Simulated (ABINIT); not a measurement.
InAs, 2 atoms in the cell. It takes space group F-43m (No. 216, cubic). Conventional cell: a = 6.036 Å, b = 6.036 Å, c = 6.036 Å, α = 90.00°, β = 90.00°, γ = 90.00°. In (site symmetry -43m) has 4 As at 2.61 Å as nearest neighbours. As (site symmetry -43m) has 4 In at 2.61 Å as nearest neighbours. 

```yaml
Program: ABINIT 10.8.3 (patched build)
Task: single point
Functional: PBEsol
Potentials_or_basis: PseudoDojo NC SR PBEsol v0.4.1 standard
Cutoff: 1034 eV
k_mesh: 6 × 6 × 6
Occupations: fermi-dirac, width 0.05 eV
Spin: no spin polarisation
```

Potentials or basis: PseudoDojo NC SR PBEsol v0.4.1 standard.

Run with:

```bash
$ mpirun --bind-to none -np 4 abinit run.abi > log 2>&1
```

Hardware: 4 MPI ranks on Arm Neoverse V2 (shared host).

Question: How long does it take, and how much memory?

Answer: Run time: 15 s on 4 MPI ranks on Arm Neoverse V2 (shared host), peak memory 0.36 GiB a rank. Counts: scf iterations 14, mpi ranks 4, k points 16, bands 18, plane waves 4168.
